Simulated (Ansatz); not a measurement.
**Band structure of I**

```
I
1.0
     3.46358    0.00000    0.00000
     0.00000    3.46358    0.00000
     0.00000    0.00000    3.46358
I
1
Direct
  0.00000 0.00000 0.00000
```

The structure comes from a relaxation in the same program, started in the sc type, and has space group Pm-3m. Whether it is a known phase or the ground state wasn't checked.

Theory: DFT, PBE, all-electron LAPW, Dirac equation with spin-orbit coupling (Ansatz 0.2.0).

Numerical set-up: a Γ-centred 13×13×13 k mesh, Fermi–Dirac smearing of 0.05 eV, basis error target 0.5 meV/atom, no spin polarisation.

Points in fractions of the reciprocal vectors of this cell: Γ (0, 0, 0), X (0, 0.5, 0), M (0.5, 0.5, 0), R (0.5, 0.5, 0.5). The path joins them by straight lines in the order Γ–X–M–Γ–R–X–R–M; legs that retrace an earlier one aren't tabulated. Energies are in eV from the Fermi level.

Problem. Metal or insulator at this level of theory?

Solution. No gap opens: metallic or semimetallic.

Problem. Tabulate bands 24 to 29, counted from the lowest band of the run, along the path.

Solution. 
```
k (1/Å)  point  band 24  band 25  band 26  band 27  band 28  band 29
   0.00      Γ     0.19     0.19     0.19     5.39     5.39     6.60
   0.18           -0.17     0.25     0.25     5.69     5.69     6.68
   0.36           -0.32     0.41     0.41     6.14     6.14     6.94
   0.54           -0.20     0.62     0.62     6.71     6.71     7.32
   0.73           -0.06     0.81     0.81     7.39     7.39     7.72
   0.91      X     0.00     0.89     0.89     7.85     7.85     7.91
   1.09           -0.35     0.70     0.70     7.98     7.98     8.16
   1.27           -1.41     0.70     0.70     6.48     6.48     8.26
   1.45           -2.55     0.86     0.86     5.09     5.09     8.69
   1.63           -3.28     1.01     1.01     4.15     4.15     9.19
   1.81      M    -3.44     1.07     1.07     3.81     3.81     9.45
   2.07           -3.24     0.94     0.94     4.48     4.48     8.92
   2.33           -2.62     0.63     0.63     6.24     6.24     7.97
   2.58           -1.62     0.29     0.29     6.81     6.81     8.37
   2.84           -0.46     0.12     0.12     6.03     6.03     7.16
   3.10      Γ     0.19     0.19     0.19     5.39     5.39     6.60
   3.41           -0.44    -0.35    -0.35     6.52     6.52     7.60
   3.73           -1.44    -1.30    -1.30     7.73     7.73     9.59
   4.04           -2.14    -2.05    -2.05     6.42     6.42     7.69
   4.35           -2.49    -2.47    -2.47     5.57     5.57     6.11
   4.67      R    -2.59    -2.59    -2.59     5.55     5.55     5.55
   4.92           -2.62    -2.38    -2.38     5.41     5.41     5.79
   5.18           -2.28    -1.76    -1.76     5.57     5.57     6.48
   5.44           -1.45    -0.78    -0.78     6.41     6.41     7.61
   5.69           -0.48     0.31     0.31     7.86     7.86     8.77
   5.95      X     0.00     0.89     0.89     7.85     7.85     7.91
   7.23      R    -2.59    -2.59    -2.59     5.55     5.55     5.55
   7.41           -2.69    -2.39    -2.39     5.26     5.26     5.87
   7.60           -2.92    -1.68    -1.68     4.71     4.71     6.78
   7.78           -3.18    -0.57    -0.57     4.23     4.23     8.16
   7.96           -3.37     0.55     0.55     3.92     3.92     9.93
   8.14      M    -3.44     1.07     1.07     3.81     3.81     9.45
```
